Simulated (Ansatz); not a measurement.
**Which functional gives which lattice for GaP?**

Starting cell:

```cif
data_structure
_symmetry_space_group_name_H-M 'P 1'
_symmetry_Int_Tables_number 1
_cell_length_a 3.8541
_cell_length_b 3.8541
_cell_length_c 3.8541
_cell_angle_alpha 60.000
_cell_angle_beta 60.000
_cell_angle_gamma 60.000
_cell_volume 40.48
loop_
_atom_site_label
_atom_site_type_symbol
_atom_site_fract_x
_atom_site_fract_y
_atom_site_fract_z
_atom_site_occupancy
Ga1 Ga 0.00000 0.00000 0.00000 1
P1 P 0.75000 0.75000 0.75000 1
```

Ansatz, plane waves and PAW, scalar-relativistic (no spin–orbit coupling), 8×8×8 k-mesh. No spin polarisation. In the setting of the table the starting cell (space group F-43m) has 3.854 × 3.854 × 3.854 Å, angles 60.0 / 60.0 / 60.0°. Each functional was followed to zero pressure by scaling the cell, shape and atoms held, then fitted over four more volumes within ±4 % of it.

Question: What cell, stiffness and gap does each give?

Answer: 
| functional | V0 (Å³/atom) | cell | B0 (GPa) | B′ from the pressures | gap on the mesh | cutoff (eV) |
| --- | --- | --- | --- | --- | --- | --- |
| r2SCAN + D3(BJ)-ATM | 20.04 | 3.841 × 3.841 × 3.841 Å, angles 60.0 / 60.0 / 60.0° | 90 | 4.4 | 1.88 eV | 500 |
| r2SCAN + D4 | 20.01 | 3.840 × 3.840 × 3.840 Å, angles 60.0 / 60.0 / 60.0° | 90 | 4.4 | 1.88 eV | 500 |
| PBEsol + D3(BJ) | 19.59 | 3.812 × 3.812 × 3.812 Å, angles 60.0 / 60.0 / 60.0° | 91 | 4.4 | 1.44 eV | 420 |
| LDA | 19.59 | 3.812 × 3.812 × 3.812 Å, angles 60.0 / 60.0 / 60.0° | 90 | 4.5 | 1.43 eV | 420 |
| PBE + D3(BJ) | 20.19 | 3.849 × 3.849 × 3.849 Å, angles 60.0 / 60.0 / 60.0° | 84 | 4.5 | 1.64 eV | 420 |

The volumes span 3.1 %, from LDA to PBE + D3(BJ). The stiffness doesn't follow the volume steadily: stiffest PBEsol + D3(BJ) (91 GPa at 19.59 Å³/atom), softest PBE + D3(BJ) (84 GPa at 20.19 Å³/atom), yet PBEsol + D3(BJ) is stiffer than LDA in a larger cell (91 against 90 GPa).

Caveats: gaps at these levels are rough, and mostly too small.

Points behind the fit for r2SCAN + D3(BJ)-ATM:

```tsv
V (Å³/atom)	E − Emin (meV/atom)	P (GPa)
19.239	9.71	4.03
19.640	2.34	1.91
20.040	0.00	0.00
20.441	2.17	-1.71
20.842	8.41	-3.25
```
